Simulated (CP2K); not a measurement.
BaTiO3: equation of state with PBEsol

Crystal: BaTiO3.

```
CELL_PARAMETERS angstrom
3.99980 0.00000 0.00000
0.00000 3.99980 0.00000
0.00000 0.00000 4.01800
ATOMIC_POSITIONS crystal
Ba 0.00000 0.00000 0.00000
Ti 0.50000 0.50000 0.49000
O 0.00000 0.50000 0.51700
O 0.50000 0.00000 0.51700
O 0.50000 0.50000 0.01900
```

```
Program                             : CP2K 2026.2
Task                                : equation of state
Functional                          : PBEsol
Potentials or basis                 : POTENTIAL_UZH Ba GTH-PBE-q10, Ti GTH-PBE-q12, O GTH-PBE-q6; TZVP-MOLOPT-PBE-GTH basis
Density cutoff                      : 8163 eV
k mesh                              : 7 × 7 × 7
Occupations                         : fermi-dirac, width 0.05 eV
Spin                                : no spin polarisation
SCF solver                          : diagonalisation with k points
Quickstep method                    : GPW
EPS_DEFAULT                         : 1.0E-10
EPS_SCF                             : 1.0E-6
MAX_SCF                             : 100
SCF_GUESS                           : ATOMIC
k points reduced by the point group : yes
Mesh centred on Gamma               : yes
CHOLESKY                            : OFF
EPS_EIGVAL                          : 1.0E-7
MIXING METHOD                       : BROYDEN_MIXING
MIXING ALPHA                        : 0.4
NBUFFER                             : 8
NGRIDS                              : 4
Basis sets                          : Ba TZVP-MOLOPT-PBE-GTH-q10, Ti TZVP-MOLOPT-PBE-GTH-q12, O TZVP-MOLOPT-PBE-GTH-q6
Potentials                          : Ba GTH-PBE-q10 of POTENTIAL_UZH, Ti GTH-PBE-q12 of POTENTIAL_UZH, O GTH-PBE-q6 of POTENTIAL_UZH
ADDED_MOS                           : [19]
REL_CUTOFF (Ry)                     : 60 Ry
MIXING BETA (1/bohr)                : 1.5 1/bohr
CUTOFF of the grids                 : 600 Ry
```

The equilibrium volume is 12.74 Å³/atom. The bulk modulus at fixed shape and positions is 177 GPa and the pressure derivative of the bulk modulus is 3.9 (rough: it moves with the points fitted).

Energy against volume, from the lowest point:
```csv
volume (Å³/atom),energy (meV/atom)
12.085,19.76
12.342,6.63
12.599,0.29
12.856,0.00
13.113,5.14
13.371,15.12
13.628,29.85
```

All runs of the series together: 9.1 min on 4 threads of Intel(R) Xeon(R) Platinum 8375C CPU @ 2.90GHz (Ice Lake), with other jobs on the host.

Caveat: the cell was scaled at fixed shape and fractional positions, which overstates the stiffness of a crystal with free parameters, most of all of layers and chains; the potentials were made for another functional, which shifts forces and pressure; the basis of atomic orbitals isn't converged, which shifts pressures, moduli and gaps. The run has no spin-orbit coupling, so splittings on Ba are missing.
